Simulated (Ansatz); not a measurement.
## Ligand exchange: C2H3BrO + C2H8OSi → C2H4O2 + C2H7BrSi

Species: C2H3BrO (acetyl bromide) `CC(=O)Br`, singlet; C2H8OSi `CC[SiH2]O`, singlet; C2H4O2 (acetic acid) `CC(=O)O`, singlet; C2H7BrSi `CC[SiH2]Br`, singlet. The partners trade Br for OH: C–Br and Si–OH bonds give way to C–OH and Si–Br.

Shapes, held fixed at every level: PBE0-D4/def2-TZVP. Flexible molecules stand in one conformer, not always the lowest. Programs: Ansatz 0.2.0. The zero-point and thermal change to 298 K, harmonic and unscaled (PBE0-D4/def2-TZVP), is +5.3 kJ/mol.

| level | kind | ΔH(298 K) (kJ/mol) | less CCSD(T)/def2-TZVPP |
| --- | --- | --- | --- |
| HF/def2-TZVPP | Hartree–Fock | -62.6 | -21.9 |
| PBE-D4/def2-TZVPP | GGA | -39.6 | +1.1 |
| PBE0-D4/def2-TZVPP | global hybrid | -50.7 | -10.0 |
| r2SCAN0-D4/def2-TZVPP | global hybrid | -49.3 | -8.6 |
| wB97X-V/def2-TZVPP | range-separated hybrid | -51.3 | -10.6 |
| CCSD(T)/def2-SVP | coupled cluster or CI | -67.9 | -27.2 |
| CCSD/def2-TZVPP | coupled cluster or CI | -45.0 | -4.3 |
| CCSD(T)/def2-TZVPP | coupled cluster or CI | -40.7 | 0.0 |

The highest level, CCSD(T)/def2-TZVPP, gives ΔH(298 K) = -40.7 kJ/mol; the levels span -67.9 to -39.6. The column of differences is taken from that level and isn't an error. No measured value is set beside it here. Relativity is left out for Br. Outer-core shells of Br are correlated in most correlated rows, in sets that cover them unevenly.
